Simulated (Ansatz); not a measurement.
**Cold compression of Co (omega type)**

```
CELL_PARAMETERS angstrom
3.96099 0.00000 0.00000
-1.98049 3.43032 0.00000
0.00000 0.00000 2.44039
ATOMIC_POSITIONS crystal
Co 0.00000 0.00000 0.00000
Co 0.33333 0.66667 0.50000
Co 0.66667 0.33333 0.50000
```

The cell comes from a relaxation on PAW files under the same functional, begun from a prototype that needn't be the stable phase.

Its volume is scaled, and at each volume shape and atoms are relaxed on PAW files; all methods then take that cell.

Computed with Ansatz 0.2.0; functional PBE, scalar-relativistic. Settings: a Γ-centred 10×10×14 k mesh, Fermi–Dirac smearing of 0.05 eV, spin-polarised from start moments Co1 1.7, Co2 1.7, Co3 1.7 μB. Methods: LAPW: all electrons, basis error target 1 meV/atom; PAW: frozen-core files, cutoff 420 eV; crystal datasets: all electrons, by PAW datasets that the program makes for each cell; norm-conserving: pseudopotentials, cutoff 1306 eV; PAW (cutoff 300 eV): frozen-core files, cutoff 300 eV.

Energies are extrapolated to zero smearing and count from the unscaled cell; pressure is positive in compression; gaps take the mesh and a band path. No temperature or zero-point motion is included.

Other magnetic orders may lie lower.

```
V/V0  V (Å³/atom)  P LAPW (GPa)  ΔE LAPW (eV/atom)  P PAW − LAPW (GPa)  ΔE PAW − LAPW (meV/atom)  moment (μB/cell)  space group  shortest distance (Å)
1.00        11.05         -0.04              0.000                0.08                       0.0              4.95       P6/mmm                  2.287
0.84         9.28          53.3              0.251                0.19                       1.4              4.43       P6/mmm                  2.164
0.76         8.40         105.6              0.677                0.27                       2.7              4.02       P6/mmm                  2.097
0.60         6.63         328.8              2.876                0.67                       6.6                 ?       P6/mmm                  1.940
0.45         4.97          1002              9.084               -1.50                      11.6              0.00       P6/mmm                  1.766
```

Question: What belongs in the row "0.60", column "moment (μB/cell)"?

Answer: 1.03.

Question: From the table, what is the rise of the enthalpy H = E + pV up to the last row, and how stiff is the crystal between the last two rows?

Answer: ΔH = 9.084 eV + (1002 GPa × 4.97 Å³ + 0.04 GPa × 11.05 Å³) × 0.006242 eV/(GPa·Å³) = 40.20 eV/atom, of which pV makes 77 %. The mean bulk modulus there is −ΔP/Δln V = 2340 GPa.

Question: At the smallest volume, how far do crystal datasets and norm-conserving and PAW (cutoff 300 eV) lie from LAPW in pressure?

Answer: crystal datasets: 0.00 GPa; norm-conserving: -12.89 GPa; PAW (cutoff 300 eV): -19.58 GPa, on a LAPW pressure of 1002 GPa.

Question: How do the Löwdin populations by LAPW change from the unscaled cell to the last row?

Answer: Co 3s 1.99 → 1.93, Co 4s 0.98 → 0.78, Co 3d 7.82 → 8.16 electrons an atom. These are projections on the shells that the free atoms fill; 0.65 e a cell lies outside them at the start and 0.41 e at the end.

Question: Where is the magnetism lost?

Answer: By V/V0 = 0.45 (1002 GPa) the moment has died away, since the bands widen under compression.
